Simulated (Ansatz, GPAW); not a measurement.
Given: the input of a run of GPAW 26.7.0 (ASE script) on FeO (Wuestite). 

File run.py:

```python
from ase.dft.bandgap import bandgap
from ase.io import read, write
from ase.units import GPa
from gpaw import GPAW, PW

atoms = read('FeO.xyz')
atoms.set_initial_magnetic_moments([3.0, 0.0])

calc = GPAW(mode=PW(800),
            xc='PBE',
            kpts={'size': (11, 11, 11), 'gamma': True},
            occupations={'name': 'methfessel-paxton', 'order': 0, 'width': 0.05},
            nbands=17,
            convergence={'density': 1e-05, 'energy': 1e-05},
            maxiter=150,
            txt='gpaw.txt')
atoms.calc = calc
energy = atoms.get_potential_energy()
forces = atoms.get_forces()
stress = atoms.get_stress()
calc.write('gs.gpw')
write('result.traj', atoms)
print(f'Energy: {energy:.6f} eV')
print('Forces (eV/A):')
print(forces.round(4))
print('Stress (GPa):', (stress / GPa).round(3))
print('Moments:', calc.get_magnetic_moments().round(3))
print('Fermi level:', round(calc.get_fermi_level(), 4), 'eV')
print(f'Gap: {bandgap(calc)[0]:.4f} eV, direct: {bandgap(calc, direct=True)[0]:.4f} eV')
```

File FeO.xyz:

```xyz
2
Lattice="3.0698575900 0.0000000000 0.0000000000 1.5669755375 2.6398131160 0.0000000000 1.5669755375 0.8921008073 2.4845058738" Properties=species:S:1:pos:R:3 pbc="T T T"
Fe     0.0000000000      0.0000000000      0.0000000000
O      3.1019043325      1.7659569616      1.2422529369
```

Potentials or basis: GPAW PAW data sets (gpaw-data 1.2.1), pw.

Command:

```bash
$ OMP_NUM_THREADS=1 python run.py
```

Q: What does the same run look like in Ansatz 0.2.0? Potentials or basis there: Ansatz PAW, cutoff 420 eV.

A: As run (cutoffs and basis follow the program's own potentials, and thresholds, step limits or extra output files can differ):

File input.yaml:

```yaml
crystal:
  lattice:
    - [3.06985759, 0.0, 0.0]
    - [1.5669755375, 2.639813116, 0.0]
    - [1.5669755375, 0.8921008073, 2.4845058738]
  atoms:
    - { symbol: Fe, position: [0.0, 0.0, 0.0], spin: 3.0 }
    - { symbol: O, position: [0.5, 0.5, 0.5] }
hamiltonian:
  xc: pbe
  pseudopotentials: { kind: paw }
magnetization:
  spin_polarized: true
kpoints:
  mp_grid: { grid: [11, 11, 11] }
scf:
  occupations: { method: gaussian, width: 0.05 }
output:
  forces: true
  stress: true
  eigenvalues: true
```

Potentials or basis: Ansatz PAW.

The run is started by

```console
$ ansatz run input.yaml --threads 1 --pin off --max-ram 3584MiB --backend cpu --events-out ev --progress --plain --runs-dir out
```

Both were run:

|  | GPAW | Ansatz |
| --- | --- | --- |
| Pressure | -0.3 GPa | -1.2 GPa |
| Net moment | 4.00 μB per cell | 4.00 μB per cell |

Ansatz's pressure holds a Pulay term of +0.64 GPa for its cutoff of 420 eV, which the other run lacks.

The potentials hold 14 and 22 valence electrons a cell.

Where Ansatz's input types no cutoff or centring, it takes its own default and a Γ-centred mesh.

The magnetic state is the one that the start led to; the real crystal's order can differ.

Pressure is positive in compression.
